Q: I have relaxed-cell calculations for seven p-block metals, each as hexagonal close-packed (hcp) and as body-centred cubic (bcc). The energies seem to jump about. How should I read them?

Ansatz 0.2.0, plane-wave PAW with r2SCAN, scalar-relativistic and without spin polarization, for seven p-block metals in hcp and bcc cells relaxed at zero pressure. The cutoff is 500 eV, with k-point meshes of 14×14×8 to 16×16×10 for hcp and 14×14×14 to 18×18×18 for bcc. Energies are extrapolated to zero smearing from a Gaussian width of 0.05 eV.

| element | Z | group | period | c/a | volume, hcp (Å³/atom) | E(bcc) - E(hcp) (meV/atom) | V(bcc)/V(hcp) - 1 (%) |
| --- | --- | --- | --- | --- | --- | --- | --- |
| Al | 13 | 13 | 3 | 1.61 | 16.03 | 72 | 1.2 |
| Ga | 31 | 13 | 4 | 1.62 | 17.96 | 16 | 0.8 |
| In | 49 | 13 | 5 | 1.69 | 26.49 | 15 | 0.8 |
| Tl | 81 | 13 | 6 | 1.50 | 30.25 | 0 | -0.8 |
| Sn | 50 | 14 | 5 | 1.71 | 26.99 | 18 | 0.5 |
| Pb | 82 | 14 | 6 | 1.66 | 30.94 | 30 | -0.3 |
| Bi | 83 | 15 | 6 | 1.64 | 31.17 | -18 | -0.3 |

A: The column E(bcc) - E(hcp) is the energy an atom pays to go from hcp to bcc, so a positive number favours hcp. Down group 13 this price falls from 72 meV in Al to about 15 in Ga and In, and to zero in Tl. In group 14 it goes the other way and is higher in Pb than in Sn. Bi alone prefers bcc, by 18 meV.

Q: Before we come to the jumps, why are the numbers so small? Hcp has twelve neighbours and bcc only eight. I would have expected the loss of four bonds to cost a great deal.

A: Take the limit in which atoms are hard spheres that touch at a distance $d$. In hcp each atom then needs a volume $d^3/\sqrt{2}$, which is $0.707\,d^3$. In bcc the cube edge is $2d/\sqrt{3}$ and the cube holds two atoms, so each needs $4d^3/(3\sqrt{3})$, or $0.770\,d^3$. Hard spheres would therefore swell by 8.9% on going to bcc.

The calculated metals do nothing of the kind. The column V(bcc)/V(hcp) - 1 stays within 1.2% of zero in every row. What these metals hold on to is their volume. In the usual picture of simple metals, the largest part of the energy depends on the density of the electron gas, and much less on how the atoms are arranged. The neighbours have to adjust to that.

Q: So the eight neighbours in bcc come closer?

A: Yes, in all seven metals. In Al the twelve hcp contacts are 2.82 to 2.84 Å long, and the eight in bcc are 2.76 Å. A shortening of 2 to 3% could not replace four bonds by itself. But bcc has six more neighbours only 15% further out than the first eight, and in a metal each bond grows stronger when an atom has fewer of them. Together these effects nearly make up for the loss. What remains is a small difference, and it depends on how the electrons fill the bands.

Q: Then let us take group 13. All four metals have three valence electrons. Why should the filling change at all?

A: The total stays at three, but its division between s and p does not. The same calculations, with the electrons assigned to atom-like orbitals, give about 0.9 s electrons an atom in bcc Al and 1.6 in bcc Tl. The p electrons fall from 2.0 to 1.4. As the s level sinks, it draws electrons out of p.

This happens in steps. The s population rises by 0.38 from Al to Ga, by only 0.05 from Ga to In, and by 0.23 from In to Tl. The price of bcc follows the same staircase: a large drop, no real change, then a smaller drop.

Q: What makes the s level sink in steps?

A: Two well-known effects. Ga is the first of the four with a filled d shell beneath its valence electrons, and that shell screens the nucleus poorly, so the 4s electrons are held more tightly than a simple extrapolation from Al suggests. In also has such a shell, so little changes there. Tl adds a filled 4f shell, which screens poorly too, and a nucleus heavy enough for relativity to pull the 6s electrons inwards.

The atomic volumes bear the marks of the same steps. From Ga to In the hcp volume grows by 47%, as one would expect from an added shell. From Al to Ga and from In to Tl it grows by only 12% and 14%. Where the s level sinks, the atom grows much less.

Q: That sounds complete: a deeper s level means less preference for hcp. But the 6s level is deep in Pb as well, and there the preference goes up.

A: That row suggests a better way to sort them. Arrange the metals by the number of p electrons instead of by their place in the periodic table. The order runs from Tl with 1.4 through In and Ga to Al with 2.0, and on through Pb and Sn to Bi with 3.0. Along this line the price of bcc climbs to Al and then falls, with no exception, although In and Ga are too close in energy to be ranked.

Tl and Pb now fit together. In both, the sinking 6s level takes electrons out of p. Tl is on the rising side of the hump, so fewer p electrons carry it down, away from the top. Pb is on the falling side, so fewer p electrons carry it back up towards the top.

Q: How far do you trust the step from Sn to Pb?

A: With some care. It is 12 meV, while the different k-point meshes of the two structures can shift such differences by a few meV. The matching change is 0.10 p electrons, and the exact share of s and p depends on how the electrons are assigned. Within this level of theory I take the direction seriously, but not the size.

Q: Why should there be a hump at all?

A: Look at the two ends first. An empty band bonds nothing, and a full band bonds nothing either, because its antibonding levels cancel the bonding ones. So the band part of the difference between two structures must vanish at both ends. Any preference has to arise at a partial filling, and it can change sign on the way.

Rings of hydrogen atoms show how. Compare many triangles with many squares, with sides of equal length and a coupling $b$ between neighbours. Every atom has two neighbours in either shape. The levels of the triangle lie at $-2b$, $b$ and $b$, and those of the square at $-2b$, $0$, $0$ and $2b$.

Now fill them:

- With very few electrons, all of them sit at $-2b$ in both shapes, and there is a tie.
- With two electrons for every three atoms, the triangle has $-4b/3$ an atom. The square has two electrons at $-2b$ and the rest at zero, which gives $-b$ an atom. The triangle wins.
- With one electron an atom, the band is half full. The triangle has $(-4b+b)/3=-b$ an atom and the square has $-4b/4=-b$. They tie again.
- With more electrons, the triangle must fill its levels at $b$ while the square still has room at zero, and the square wins.

Q: And where are the triangles in my metals?

A: Hcp is full of them: two atoms in contact always share further neighbours that touch both. In bcc no three atoms are all nearest neighbours of one another. For p orbitals that overlap more strongly end-on than sideways, theory gives triangles the same effect as in the rings: they stretch the band towards low energy. Hcp should therefore gain while the p band is less than half full, and the gain should have faded by about half filling.

A p band holds six electrons an atom, so three make it half full. Bi stands there, and its preference for hcp has indeed gone. Al and Pb have about two p electrons, and they show the two largest preferences for hcp in the table.

Q: How far can I push the hydrogen rings?

A: Use them for the shape of the curve only. They have one orbital an atom, sharp levels and no mixing of s with p. In the metals the two do mix, so some of the p electrons counted above belong to mainly s-like bands. Their number is only a rough guide to how full a p band is, and within group 13 it may reflect a change in mixing as much as in filling. Moreover, bcc is not as free of triangles as a square is, since its second neighbours are only 15% further away than the first and close triangles with one longer side. The rings tell you neither where the top of the hump lies in a real metal nor how high it is.

They also leave two rows partly open. Tl has about one and a half p electrons, which is far from an empty band, yet its preference is zero. For Bi the rings allow a tie, but they do not tell which structure wins at exactly half filling. I should add that I found the order by p electrons by looking at these seven energies, so the same energies can't serve as its test.

Q: Could it simply be the size of the atoms?

A: The three heaviest metals speak against that. From Tl to Bi the hcp volume grows by only 3%, with Pb in between. Yet the price of bcc goes from zero to 30 meV and then to -18. Over these three rows it is the number of electrons that changes, and hardly the space they have.

Q: Size might still play a part in Al. Its value is more than twice that of the next metal.

A: Something besides the filling seems to help, because from Al to Pb the price falls by 42 meV for only 0.12 more p electrons. Size may be part of it. Al has the shortest contacts, and closer atoms couple more strongly, which would make the whole hump taller. But the contacts in Ga are only about 4% longer, so this can hardly be all. Its s shell is also the furthest from a closed pair, with 0.9 electrons instead of 2, so its s electrons can take more part in the bonding. That both help to raise Al is my guess, and the calculation does not separate them.

Q: The Tl cell looks odd. Its c/a is 1.50, whereas stacked spheres would give 1.63.

A: The ratio c/a compares the height of the hexagonal cell with its edge, so the calculated cell is squashed along the stacking direction. From what I recall, real Tl is close to 1.6. Hcp can change this ratio to lower its energy, while cubic bcc has no such freedom. Sn and In use it in the other direction, with c/a stretched to 1.71 and 1.69. If the squashed cell is the lowest one, hcp reaches a tie with bcc only with that help. The calculations did not look for a second minimum at another c/a; a lower one would give Tl a preference for hcp.

I would treat Tl as undecided for another reason too. The calculation leaves out spin-orbit coupling, which splits the 6p levels and so changes how they fill. In the 6p metals this can matter as much as the differences we are discussing. It could break the tie in Tl, change or even undo the step from Sn to Pb, and alter the sign in Bi.

Q: I work with processes, not with band theory. Can I use the table to say which phase I shall get?

A: No, because it compares only two structures at zero temperature. Solid Al and Pb are in fact face-centred cubic, and Bi forms a layered structure in which each atom has three short bonds. A positive entry means that hcp lies below bcc, and no more than that.

What you can carry over is a way of asking. Don't stop at the number of valence electrons; ask how many of them are in p. In these seven metals the top of the hump lies near two, but other metals may have it elsewhere. A change that lowers the s level takes electrons out of p. Below the top of the hump this should weaken the case for hcp against bcc. Above it the same change should strengthen that case, though in this table only the step from Sn to Pb shows it.
